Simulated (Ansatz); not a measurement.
Ca and the effect of the dispersion correction

The cell as given:

The structure is cubic, space group Im-3m (No. 229). Conventional cell: a = 4.480 Å, b = 4.480 Å, c = 4.480 Å, α = 90.00°, β = 90.00°, γ = 90.00°. Around Ca (site symmetry m-3m) lie 8 Ca at 3.88 Å.

This isn't the form of Ca at room conditions, which is fcc.

The cell was measured well above room temperature.

Kept alike: task relaxation of cell and atoms; functional BLYP; k mesh 8 × 8 × 8; occupations fermi-dirac, width 0.05 eV; no spin polarisation. Program: Ansatz, all-electron LAPW, scalar-relativistic. The mesh is that of the run's cell of 1 atom. No spin-orbit coupling.

| dispersion correction | volume (Å³/atom) |
| --- | --- |
| D4 | 40.021 |
| none | 42.124 |

The relaxations keep at least the cell's symmetry (Im-3m). For a metal such a mesh leaves the last digits unconverged. Relaxations stop with a little pressure left, so the last digits of a volume or edge aren't settled. Runs of this series that gave no sound value for these columns are left out.

What does the dispersion correction change here?

The volume runs from 40.021 (D4) to 42.124 Å³/atom (none). Against no correction: D4 -5.0 %. Dispersion terms mostly attract and so lower the volume; the schemes' coefficients and damping set how far.
